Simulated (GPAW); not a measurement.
# ZnS (Wurtzite-2H) (P6_3mc) in GPAW: notebook

The runs below take ZnS (Wurtzite-2H) through band structure, with PBEsol, LDA, revPBE.

All numbers are computed with GPAW 26.7.0; they aren't measurements. Logs are shortened: lines on timing, memory, paths and dates and some standing lists are left out, and cuts for length are marked. The log counts tension as positive stress, the text compression.

**What was measured.**

From a printed reference work, monograph, for a bulk crystal of ZnS at 4 K: band gap 3.911 eV (direct).

The results are compared with them further down.

## (1) The structure

The structure is hexagonal, space group P6_3mc (No. 186). The conventional cell has a = 3.811 Å, b = 3.811 Å, c = 6.234 Å, α = 90.00°, β = 90.00°, γ = 120.00°. Zn (site symmetry 3m) has 4 S at 2.31 to 2.40 Å as nearest neighbours. S (site symmetry 3m) is surrounded by 4 Zn at 2.31 to 2.40 Å.

## (2) Band structure, PBEsol

Input file run.py:

```python
from ase.dft.bandgap import bandgap
from ase.io import read, write
from ase.units import GPa
from gpaw import GPAW, PW, setup_paths

setup_paths.insert(0, '.')

atoms = read('ZnS.xyz')

calc = GPAW(mode=PW(600),
            xc='PBEsol',
            kpts={'size': (6, 6, 3), 'gamma': True},
            occupations={'name': 'fermi-dirac', 'width': 0.05},
            nbands=31,
            convergence={'density': 1e-05, 'energy': 1e-05},
            maxiter=150,
            txt='gpaw.txt')
atoms.calc = calc
energy = atoms.get_potential_energy()
forces = atoms.get_forces()
stress = atoms.get_stress()
calc.write('gs.gpw')
write('result.traj', atoms)
print(f'Energy: {energy:.6f} eV')
print('Forces (eV/A):')
print(forces.round(4))
print('Stress (GPa):', (stress / GPa).round(3))
print('Fermi level:', round(calc.get_fermi_level(), 4), 'eV')
print(f'Gap: {bandgap(calc)[0]:.4f} eV, direct: {bandgap(calc, direct=True)[0]:.4f} eV')

path = atoms.cell.bandpath('GMKGALHA,LM,KH', npoints=100, eps=1e-4)
bs_calc = calc.fixed_density(kpts=path, symmetry='off', nbands=48,
                             convergence={'bands': 'CBM+6.0', 'eigenstates': 1e-6}, txt='bands.txt')
bs = bs_calc.band_structure()
bs.write('bs.json')
print(f'Gap on the path: {bandgap(bs_calc)[0]:.4f} eV')
```

Input file ZnS.xyz:

```xyz
4
Lattice="3.8110000000 0.0000000000 0.0000000000 -1.9055000000 3.3004228138 0.0000000000 0.0000000000 0.0000000000 6.2340000000" Properties=species:S:1:pos:R:3 pbc="T T T"
Zn     1.9055000002      1.1001409378      3.1170000000
Zn    -0.0000000002      2.2002818760      0.0000000000
S      1.9055000002      1.1001409378      5.5170900000
S     -0.0000000002      2.2002818760      2.4000900000
```

Potentials or basis: PAW data sets generated in the run's folder for this functional, pw.

Launch:

```console
$ gpaw-setup -f PBEsol S Zn
$ OMP_NUM_THREADS=1 python run.py
```

gpaw.txt:

```text
__  _  _
 | _ |_)|_||  |
 |__||  | ||/\| - 26.7.0

Input parameters:
  mode=PW(ecut=600.0),
  convergence={'density': 1e-05, 'energy': 1e-05},
  kpts=MonkhorstPack(size=(6, 6, 3), gamma=True),
  maxiter=150,
  nbands=31,
  occupations=Occupations(name='fermi-dirac', width=0.05),
  xc=XC(name='PBEsol')

Diagonalizing LCAO Hamiltonian
Converting LCAO to pw mode

            S

            Zn
        S

        Zn

Atoms  # Å, Bohr magnetons
|   | symbol |         x |        y |        z |    initial magnetic moments |
|---|--------|-----------|----------|----------|-----------------------------|
| 0 |     Zn |  1.905500 | 1.100141 | 3.117000 | ( 0.0000,  0.0000,  0.0000) |
| 1 |     Zn | -0.000000 | 2.200282 | 0.000000 | ( 0.0000,  0.0000,  0.0000) |
| 2 |      S |  1.905500 | 1.100141 | 5.517090 | ( 0.0000,  0.0000,  0.0000) |
| 3 |      S | -0.000000 | 2.200282 | 2.400090 | ( 0.0000,  0.0000,  0.0000) |

Unit cell  # Å
| periodic |         x |        y |        z |  lengths |     angles |
|----------|-----------|----------|----------|----------|------------|
|      yes |  3.811000 | 0.000000 | 0.000000 | 3.811000 |  90.000000 |
|      yes | -1.905500 | 3.300423 | 0.000000 | 3.811000 |  90.000000 |
|      yes |  0.000000 | 0.000000 | 6.234000 | 6.234000 | 120.000000 |

Number of symmetries: 6
Symmetry operations  # r_c * U_cc + t_c -> r_c
|   | kind |            matrix            |
|---|------|------------------------------|
| 0 |  σ   |  1, 1, 0,  0,-1, 0,  0, 0, 1 |
| 1 |  E   |  1, 0, 0,  0, 1, 0,  0, 0, 1 |
| 2 |  C3  |  0, 1, 0, -1,-1, 0,  0, 0, 1 |
| 3 |  σ   |  0,-1, 0, -1, 0, 0,  0, 0, 1 |
| 4 |  σ   | -1, 0, 0,  1, 1, 0,  0, 0, 1 |
| 5 |  C3  | -1,-1, 0,  1, 0, 0,  0, 0, 1 |

BZ-sampling:
  Number of BZ points: 108
  Number of IBZ points: 17

  Monkhorst-Pack size: [6, 6, 3]
  Monkhorst-Pack shift: [0.08333333333333333, 0.08333333333333333, 0.0]

K-points  # in reciprocal-cell coordinates
|     |                                coordinates |     weight |
|-----|--------------------------------------------|------------|
|   0 | (  0.00000000,   0.00000000,   0.00000000) | 0.00925926 |
|   1 | (  0.00000000,   0.00000000,   0.33333333) | 0.01851852 |
|   2 | (  0.16666667,   0.00000000,  -0.33333333) | 0.05555556 |
|   3 | (  0.16666667,   0.00000000,   0.00000000) | 0.05555556 |
|   4 | (  0.16666667,   0.00000000,   0.33333333) | 0.05555556 |
|   5 | (  0.33333333,  -0.16666667,   0.00000000) | 0.05555556 |
|   6 | (  0.33333333,  -0.16666667,   0.33333333) | 0.11111111 |
|   7 | (  0.33333333,   0.00000000,  -0.33333333) | 0.05555556 |
|   8 | (  0.33333333,   0.00000000,   0.00000000) | 0.05555556 |
|   9 | (  0.33333333,   0.00000000,   0.33333333) | 0.05555556 |
| ... |                                            |            |
|  16 | (  0.50000000,   0.50000000,   0.33333333) | 0.05555556 |

Plane wave coefficients: 2641
Cutoff: 600.0 eV

Spin-components: 1 (collinear spins)
Bands:           31
Projectors:      22
Spin-degeneracy: 2
Datatype:        complex128

Parallelization:
  kpt:    1
  domain: 1
  band:   1

Density:
  Valence electrons: 36.0
  Components: 1
  Grid points: [24 24 36]
  Charge: 0.0  # |e|

Potential:
  Grid points: [24 24 36]

species:
  Zn:
    name:    Zinc
    Z:       30.0
    valence: 12
    core:    18
    charge:  0.0  # [|e|]
    compensation charges:
      type: gauss
      rc: 0.37  # [Å]
      lmax: 2
    cutoffs:
      filter: 2.14  # [Å]
      core: 2.28  # [Å]
    projectors
    | kind |    occ | energy [eV] | rcut [Å] |
    |------|--------|-------------|----------|
    |   4s |  2.000 |      -5.996 |    1.286 |
    |   4p |  0.000 |      -1.076 |    1.270 |
    |   3d | 10.000 |     -10.170 |    1.180 |
    |    s |        |      21.215 |    1.286 |
    |    p |        |      26.135 |    1.270 |
    |    d |        |      17.041 |    1.180 |

    Using partial waves for Zn as LCAO basis

  S:
    name:    Sulfur
    Z:       16.0
    valence: 6
    core:    10
    charge:  0.0  # [|e|]
    compensation charges:
      type: gauss
      rc: 0.24  # [Å]
      lmax: 2
    cutoffs:
      filter: 1.77  # [Å]
      core: 1.66  # [Å]
    projectors
    | kind |    occ | energy [eV] | rcut [Å] |
    |------|--------|-------------|----------|
    |   3s |  2.000 |     -17.192 |    0.974 |
    |   3p |  4.000 |      -6.978 |    0.979 |
    |    s |        |      10.020 |    0.974 |
    |    p |        |      20.234 |    0.979 |
    |    d |        |       0.000 |    0.900 |

    Using partial waves for S as LCAO basis

Reference energy: -119325.889879  # eV

eigensolver:
  PPCG
  Converge bands: occupied
  niter=2

density mixing:
  MSR1-Mixer
  Pratt-step length: 0.05
  Maximum mixing coefficient: 0.75
  Old densities: 10
  SVD Regularization: 0.005
  Good broyden scale: 1.0
  Trust region scale: 1.0
  Backstep threshold: 4.0
  History deletion threshold: 6.0
  Fourier metric: weight=20.0, sigma=0.015

occupation numbers:
  Fermi-Dirac:
    width: 0.0500  # eV

poisson solver:
  ecut: 4800.0  # eV

xc functional:
  name: PBEsol with 2 nearest neighbor stencil

convergence criteria:
- Maximum integral of absolute [dens]ity change: 1e-05 electrons / valence electron
- Maximum [total energy] change in last 3 cyles: 1e-05 eV / valence electron
- Maximum integral of absolute [eigenst]ate change: 4e-08 eV^2 / valence electron
maximum number of iterations: 150

SCF iterations
|iter     | |      energy | eigst |  dens |
|---------|-|-------------|-------|-------|
|iter:   1| |  -15.973843 | +0.11 |       |
|iter:   2| |  -15.818589 | -1.50 | -1.20 |
|iter:   3| |  -15.278968 | -1.40 | -1.25 |
|iter:   4| |  -15.277809 | -2.58 | -1.81 |
|iter:   5| |  -15.279977 | -3.78 | -2.27 |
|iter:   6| |  -15.280004 | -4.70 | -3.19 |
|iter:   7| |  -15.280043c| -5.68 | -3.58 |
|iter:   8| |  -15.280051c| -6.35 | -3.98 |
|iter:   9| |  -15.280051c| -7.52c| -4.57 |
|iter:  10| |  -15.280051c| -8.06c| -5.18c|

Converged in 10 steps
Energy contributions relative to reference atoms: (reference = -119325.889879)

Energy contributions:
  Kinetic:          17.363198
  Coulomb:         -14.583242
  Zero:              0.085864
  External:          0.000000
  Xc:              -18.145871
  Entropy:          -0.000000
  Spinorbit:         0.000000
  ----------------------------
  Free energy:     -15.280051
  Extrapolated:    -15.280051

dipole moment: (-0.000001, 0.000001, -7.466540)  # |e|*Ang

Fermi level: 4.716
Eigenvalues  # (at kpt = [0.000, 0.000, 0.000])
| band index |      eig [eV] | occ [0-2] |
|------------|---------------|-----------|
|          0 |        -9.486 |     2.000 |
|        ... |               |           |
|         10 |        -2.116 |     2.000 |
|         11 |        -1.961 |     2.000 |
|         12 |        -1.505 |     2.000 |
|         13 |         2.849 |     2.000 |
|         14 |         2.849 |     2.000 |
|         15 |         3.706 |     2.000 |
|         16 |         3.706 |     2.000 |
|         17 |         3.719 |     2.000 |
|         18 |         5.823 |     0.000 |
|         19 |         6.592 |     0.000 |
|         20 |         9.894 |     0.000 |
|         21 |         9.894 |     0.000 |
|         22 |        10.201 |     0.000 |
|         23 |        11.214 |     0.000 |
|         24 |        11.214 |     0.000 |
|         25 |        12.854 |     0.000 |
|        ... |               |           |
|         30 |        15.861 |     0.000 |

Gap: 2.104 eV
Transition (v -> c):
  (s=0, k=0, n=17, [0.00, 0.00, 0.00]) -> (s=0, k=0, n=18, [0.00, 0.00, 0.00])
No difference between direct/indirect transitions

Forces  # eV/Ang
|        x |        y |        z |
|----------|----------|----------|
| -0.00000 |  0.00000 |  0.31256 |  # Zn   0
|  0.00000 | -0.00000 |  0.31251 |  # Zn   1
|  0.00000 |  0.00000 | -0.31257 |  # S    2
|  0.00000 | -0.00000 | -0.31258 |  # S    3

Stress tensor  # eV/Ang^3
|         x |         y |         z |
|-----------|-----------|-----------|
|  0.004102 |  0.000000 | -0.000000 |
|  0.000000 |  0.004102 | -0.000000 |
| -0.000000 | -0.000000 |  0.015920 |

# Writing to gs.gpw (mode='')
```

Run time: 2.5 min. Hardware: 1 thread of Arm Neoverse V2, shared host; peak memory 0.49 GiB.

What came out:

| Property | Result |
| --- | --- |
| Free energy | -15.2801 eV |
| Pressure | -1.3 GPa |
| Largest force | 0.313 eV/Å |
| Band gap on the k mesh | 2.10 eV, direct |
| Band gap along the path | 2.10 eV, direct |

Forces on the atoms (eV/Å):
```
Zn   0.000  0.000  0.313
Zn   0.000  0.000  0.313
S    0.000  0.000 -0.313
S    0.000  0.000 -0.313
```

Stress tensor (GPa, compression positive):
```
-0.66  0.00  0.00
 0.00 -0.66  0.00
 0.00  0.00 -2.55
```

Levels at the corners of the path, in eV from the valence-band top:
```csv
point,band 15,band 16,band 17,band 18,band 19,band 20,band 21,band 22
Γ,-0.87,-0.01,-0.01,0.00,2.10,2.87,6.17,6.17
M,-3.20,-2.28,-1.59,-0.99,3.48,4.16,5.03,7.00
K,-3.93,-2.25,-2.25,-2.25,4.29,5.86,5.86,7.71
Γ,-0.87,-0.01,-0.01,0.00,2.10,2.87,6.17,6.17
A,-0.46,-0.46,-0.46,-0.46,3.39,3.39,6.60,6.60
L,-1.68,-1.68,-1.55,-1.55,3.47,3.47,5.01,5.01
H,-3.16,-3.16,-1.27,-1.27,4.42,4.42,6.31,6.31
A,-0.46,-0.46,-0.46,-0.46,3.39,3.39,6.60,6.60
L,-1.68,-1.68,-1.55,-1.55,3.47,3.47,5.01,5.01
M,-3.20,-2.28,-1.59,-0.99,3.48,4.16,5.03,7.00
K,-3.93,-2.25,-2.25,-2.25,4.29,5.86,5.86,7.71
H,-3.16,-3.16,-1.27,-1.27,4.42,4.42,6.31,6.31
```

## (3) Band structure, LDA

Edit run.py of step 2 so:

```diff
@@ -1,3 +1,4 @@
 from ase.dft.bandgap import bandgap
-from ase.io import read, write
+from ase.io import write
+from ase.spacegroup import crystal
 from ase.units import GPa
@@ -7,6 +8,13 @@
 
-atoms = read('ZnS.xyz')
+# Zn 2b
+# S 2b
+atoms = crystal(['Zn', 'S'],
+                basis=[[0.6666666667, 0.3333333333, 0.5],
+                       [0.6666666667, 0.3333333333, 0.885]],
+                spacegroup=186, setting=1,  # P6_3mc
+                cellpar=[3.811, 3.811, 6.234, 90.0, 90.0, 120.0],
+                primitive_cell=True)
 
 calc = GPAW(mode=PW(600),
-            xc='PBEsol',
+            xc='LDA',
             kpts={'size': (6, 6, 3), 'gamma': True},
```

Potentials or basis: PAW data sets generated in the run's folder for this functional, pw.

Launch:

```console
$ gpaw-setup -f LDA S Zn
$ OMP_NUM_THREADS=1 python run.py
```

Run time: 2.5 min. Hardware: 1 thread of Arm Neoverse V2, shared host; peak memory 0.48 GiB.

It converged, with:

* Free energy: -16.5291 eV
* Pressure: -4.3 GPa
* Largest force: 0.291 eV/Å
* Band gap on the k mesh: 1.99 eV, direct
* Band gap along the path: 1.99 eV, direct

Forces on the atoms (eV/Å):
```
Zn   0.000  0.000  0.291
Zn   0.000  0.000  0.291
S    0.000  0.000 -0.291
S    0.000  0.000 -0.291
```

Stress tensor (GPa, compression positive):
```
-3.77  0.00  0.00
 0.00 -3.77  0.00
 0.00  0.00 -5.22
```

Levels at the corners of the path, in eV from the valence-band top:
```tsv
point	band 14	band 15	band 16	band 17	band 18	band 19	band 20	band 21	band 22	band 23
Γ	-0.88	-0.88	-0.02	-0.02	0.00	1.99	2.77	6.11	6.11	6.42
M	-4.30	-3.21	-2.28	-1.60	-1.00	3.40	4.07	4.99	6.97	7.23
K	-4.45	-3.95	-2.26	-2.26	-2.26	4.24	5.78	5.78	7.65	7.75
Γ	-0.88	-0.88	-0.02	-0.02	0.00	1.99	2.77	6.11	6.11	6.42
A	-2.84	-0.47	-0.47	-0.47	-0.47	3.29	3.29	6.55	6.55	6.55
L	-5.00	-1.69	-1.69	-1.56	-1.56	3.39	3.39	4.96	4.96	8.81
H	-4.87	-3.18	-3.18	-1.27	-1.27	4.34	4.34	6.26	6.26	7.15
A	-2.84	-0.47	-0.47	-0.47	-0.47	3.29	3.29	6.55	6.55	6.55
L	-5.00	-1.69	-1.69	-1.56	-1.56	3.39	3.39	4.96	4.96	8.81
M	-4.30	-3.21	-2.28	-1.60	-1.00	3.40	4.07	4.99	6.97	7.23
K	-4.45	-3.95	-2.26	-2.26	-2.26	4.24	5.78	5.78	7.65	7.75
H	-4.87	-3.18	-3.18	-1.27	-1.27	4.34	4.34	6.26	6.26	7.15
```

## (4) Band structure, revPBE

Edit run.py of step 3 so:

```diff
@@ -1,20 +1,10 @@
 from ase.dft.bandgap import bandgap
-from ase.io import write
-from ase.spacegroup import crystal
+from ase.io import read, write
 from ase.units import GPa
-from gpaw import GPAW, PW, setup_paths
+from gpaw import GPAW, PW
 
-setup_paths.insert(0, '.')
-
-# Zn 2b
-# S 2b
-atoms = crystal(['Zn', 'S'],
-                basis=[[0.6666666667, 0.3333333333, 0.5],
-                       [0.6666666667, 0.3333333333, 0.885]],
-                spacegroup=186, setting=1,  # P6_3mc
-                cellpar=[3.811, 3.811, 6.234, 90.0, 90.0, 120.0],
-                primitive_cell=True)
+atoms = read('ZnS.cif')
 
 calc = GPAW(mode=PW(600),
-            xc='LDA',
+            xc='revPBE',
             kpts={'size': (6, 6, 3), 'gamma': True},
```

Input file ZnS.cif:

```cif
data_ZnS
_cell_length_a 3.81100000
_cell_length_b 3.81100000
_cell_length_c 6.23400000
_cell_angle_alpha 90.00000000
_cell_angle_beta 90.00000000
_cell_angle_gamma 120.00000000
_space_group_name_H-M_alt 'P1'
_space_group_name_Hall 'P 1'
_space_group_IT_number 1
loop_
_space_group_symop_operation_xyz
'x,y,z'
loop_
_atom_site_label
_atom_site_type_symbol
_atom_site_symmetry_multiplicity
_atom_site_Wyckoff_symbol
_atom_site_fract_x
_atom_site_fract_y
_atom_site_fract_z
_atom_site_occupancy
Zn1 Zn 1 a 0.6666666667 0.3333333333 0.5000000000 1
Zn2 Zn 1 a 0.3333333333 0.6666666667 0.0000000000 1
S1 S 1 a 0.6666666667 0.3333333333 0.8850000000 1
S2 S 1 a 0.3333333333 0.6666666667 0.3850000000 1
```

Potentials or basis: the program's PAW data sets (release 1.2.1) made for this functional, pw.

Launch:

```console
$ OMP_NUM_THREADS=1 python run.py
```

It took 2.5 min on 1 thread of Arm Neoverse V2, shared host; peak memory 0.48 GiB.

The run converged. Its results:

```yaml
Free_energy: -12.5733 eV
Pressure: 4.5 GPa
Largest_force: 0.338 eV/Å
Band_gap_on_the_k_mesh: 2.37 eV, direct
Band_gap_along_the_path: 2.37 eV, direct
```

Forces in eV/Å, atoms in the order of the input:
```
Zn   0.000  0.000  0.338
Zn   0.000  0.000  0.338
S    0.000  0.000 -0.338
S    0.000  0.000 -0.338
```

Stress tensor (GPa, compression positive):
```
5.25 0.00 0.00
0.00 5.25 0.00
0.00 0.00 2.92
```

Levels at the corners of the path, in eV from the valence-band top:
| point | band 14 | band 15 | band 16 | band 17 | band 18 | band 19 | band 20 | band 21 | band 22 | band 23 |
| --- | --- | --- | --- | --- | --- | --- | --- | --- | --- | --- |
| Γ | -0.85 | -0.85 | -0.01 | -0.01 | 0.00 | 2.37 | 3.08 | 6.33 | 6.33 | 6.63 |
| M | -4.17 | -3.13 | -2.24 | -1.54 | -0.98 | 3.71 | 4.34 | 5.26 | 7.15 | 7.47 |
| K | -4.32 | -3.83 | -2.19 | -2.19 | -2.19 | 4.58 | 5.96 | 5.96 | 7.96 | 7.96 |
| Γ | -0.85 | -0.85 | -0.01 | -0.01 | 0.00 | 2.37 | 3.08 | 6.33 | 6.33 | 6.63 |
| A | -2.73 | -0.45 | -0.45 | -0.45 | -0.45 | 3.60 | 3.60 | 6.75 | 6.75 | 6.75 |
| L | -4.85 | -1.65 | -1.65 | -1.52 | -1.52 | 3.72 | 3.72 | 5.20 | 5.20 | 8.99 |
| H | -4.73 | -3.08 | -3.08 | -1.25 | -1.25 | 4.60 | 4.60 | 6.58 | 6.58 | 7.36 |
| A | -2.73 | -0.45 | -0.45 | -0.45 | -0.45 | 3.60 | 3.60 | 6.75 | 6.75 | 6.75 |
| L | -4.85 | -1.65 | -1.65 | -1.52 | -1.52 | 3.72 | 3.72 | 5.20 | 5.20 | 8.99 |
| M | -4.17 | -3.13 | -2.24 | -1.54 | -0.98 | 3.71 | 4.34 | 5.26 | 7.15 | 7.47 |
| K | -4.32 | -3.83 | -2.19 | -2.19 | -2.19 | 4.58 | 5.96 | 5.96 | 7.96 | 7.96 |
| H | -4.73 | -3.08 | -3.08 | -1.25 | -1.25 | 4.60 | 4.60 | 6.58 | 6.58 | 7.36 |

## (5) For comparison

An earlier run on the cell as given: functional PBE; potentials or basis GPAW PAW data sets (gpaw-data 1.2.1); cutoff 600 eV; basis pw; k mesh 8 × 8 × 5; occupations fermi-dirac, width 0.05 eV; no spin polarisation.

- Pressure: 2.4 GPa
- Largest force: 0.328 eV/Å
- Band gap on the k mesh: 2.24 eV, direct

## (6) The runs side by side

```tsv
task	level	potentials or basis	k mesh	band path	band points	gap on the mesh (eV)	pressure (GPa)	largest force (eV/Å)
band structure	PBEsol	PAW data sets generated in the run's folder for this functional, pw	6 × 6 × 3	GMKGALHA,LM,KH	100	2.10	-1.3	0.31
band structure	LDA	PAW data sets generated in the run's folder for this functional, pw	6 × 6 × 3	GMKGALHA,LM,KH	100	1.99	-4.3	0.29
band structure	revPBE	the program's PAW data sets (release 1.2.1) made for this functional, pw	6 × 6 × 3	GMKGALHA,LM,KH	100	2.37	4.5	0.34
single point	PBE	GPAW PAW data sets (gpaw-data 1.2.1), pw	8 × 8 × 5	-	-	2.24	2.4	0.33
```

Alike in all rows: no spin polarisation; cell as given; cutoff (eV) 600; smearing fermi-dirac 0.05 eV.

Total energies depend on the potentials used, so only differences within one code and one set of settings carry meaning.

## (7) Comparison with measurements

Step 2. Against the measured gap of ZnS, 3.911 eV (direct; 4 K; a printed reference work, monograph), the calculated 2.10 eV is off by -1.81 eV. The value is that of PBEsol, without temperature or zero-point motion. Semilocal functionals fall short of measured gaps as a rule.

Step 3. Against the measured gap of ZnS, 3.911 eV (direct; 4 K; a printed reference work, monograph), the calculated 1.99 eV is off by -1.92 eV. The value is that of LDA, without temperature or zero-point motion. Semilocal functionals fall short of measured gaps as a rule.

Step 4. A measured gap of ZnS is 3.911 eV (direct; 4 K; a printed reference work, monograph); the calculated 2.37 eV misses it by -1.54 eV. The value is that of revPBE, without temperature or zero-point motion. Semilocal functionals fall short of measured gaps as a rule.
